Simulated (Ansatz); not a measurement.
The system is Ge.

```
Ge
1.0
    -1.60842    1.60842    1.87318
     1.60842   -1.60842    1.87318
     1.60842    1.60842   -1.87318
Ge
1
Direct
  0.50000 0.50000 0.00000
```

The cell was built by a generator and needn't be a form met in nature.

| Item | Value |
| --- | --- |
| Program | Ansatz 0.2.0 |
| Task | relaxation of cell and atoms |
| Functional | RPBE |
| Dispersion | D4 |
| Potentials or basis | Ansatz PAW |
| Cutoff | 420 eV (not typed: the program's choice for these potentials) |
| k mesh | 12 × 12 × 12 |
| Occupations | fermi-dirac, width 0.05 eV |
| Spin | no spin polarisation |

At the start: volume 19.38 Å³/atom.

Q: Where does the relaxation end?

A: It ends after 10 steps and the volume is 17.96 Å³/atom (-7.3 %); space group Im-3m (No. 229, to 0.05 Å).

Step by step:
| step | energy change (eV) | largest force (eV/Å) | volume (Å³) |
| --- | --- | --- | --- |
| 1 | 0.0000 | 0.0000 | 19.38 |
| 2 | -0.0110 | 0.0000 | 18.17 |
| 3 | -0.0114 | 0.0000 | 18.37 |
| 4 | -0.0114 | 0.0000 | 18.35 |
| 5 | -0.0123 | 0.0000 | 17.97 |
| 6 | -0.0229 | 0.0000 | 17.78 |
| 7 | -0.0241 | 0.0000 | 18.06 |
| 8 | -0.0243 | 0.0000 | 17.98 |
| 9 | -0.0243 | 0.0000 | 17.96 |
| 10 | -0.0240 | 0.0000 | 17.96 |

Final structure:
```
Ge
1.0
    -1.65008    1.65008    1.64950
     1.65008   -1.65008    1.64950
     1.65008    1.65008   -1.64950
Ge
1
Direct
  0.50000 0.50000 0.00000
```

Caveat: the plane-wave basis is chosen anew once the cell has moved, so the energies of steps on either side of that aren't comparable; pairwise dispersion overbinds metals, which lowers pressure and volume; the PAW data sets come from PBE, with cores solved anew for the run's functional, which leaves a small shift of forces and pressure.
